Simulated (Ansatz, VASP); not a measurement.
# Ge: VASP beside Ansatz

Contents of INCAR:

```
SYSTEM = Ge
PREC = Accurate
ENCUT = 600
EDIFF = 1E-6
ISMEAR = -1
SIGMA = 0.05
LREAL = .False.
LASPH = .True.
NELM = 100
ALGO = Normal
ISIF = 3
LWAVE = .False.
LCHARG = .False.
IBRION = 2
NSW = 80
EDIFFG = -0.005
```

File KPOINTS:

```
Automatic mesh
0
Gamma
  8 8 8
  0 0 0
```

POSCAR

```
Ge
1.0
    0.0000000000      2.8289100000      2.8289100000
    2.8289100000      0.0000000000      2.8289100000
    2.8289100000      2.8289100000      0.0000000000
Ge
2
Direct
    0.7500000000      0.7500000000      0.7500000000
    0.5000000000      0.5000000000      0.5000000000
```

The input input.yaml:

```yaml
crystal:
  lattice:
    - [0.0, 2.82891, 2.82891]
    - [2.82891, 0.0, 2.82891]
    - [2.82891, 2.82891, 0.0]
  atoms:
    - { symbol: Ge, position: [0.75, 0.75, 0.75] }
    - { symbol: Ge, position: [0.5, 0.5, 0.5] }
kpoints:
  mp_grid: { grid: [8, 8, 8] }
scf:
  occupations: { method: fermi_dirac, width: 0.05 }
hamiltonian:
  xc: lda
  pseudopotentials: { kind: all_electron, lapw: { basis_error: 0.001 } }
output:
  forces: true
  stress: true
relax:
  f_tol: 0.005
  max_steps: 60
  cell: {}
```

Alike in both runs: task relaxation of cell and atoms; functional LDA; k mesh 8 × 8 × 8; occupations fermi-dirac, width 0.05 eV; no spin polarisation.

```csv
,VASP,Ansatz
version,VASP 6.6.1,Ansatz 0.2.0
potentials or method,"VASP PAW LDA potentials, release 64 (Ge_d)","all-electron LAPW, scalar-relativistic"
plane-wave cutoff (eV),600,see its input
```

Ansatz gave:

| Property | Result |
| --- | --- |
| relaxed volume (Å³/atom) | 22.22 |
| relaxed cell length with the largest relative difference (Å) | 3.976 |
| energy change over the relaxation (meV/atom) | -2 |

Q: Which values does VASP return?

A: Relaxed volume (Å³/atom): 22.25; relaxed cell length with the largest relative difference (Å): 3.978; energy change over the relaxation (meV/atom): -1.

Ansatz ran all-electron here, so the differences hold the error of VASP's frozen core and of both bases.

 Zero-point motion and thermal expansion aren't in these numbers.
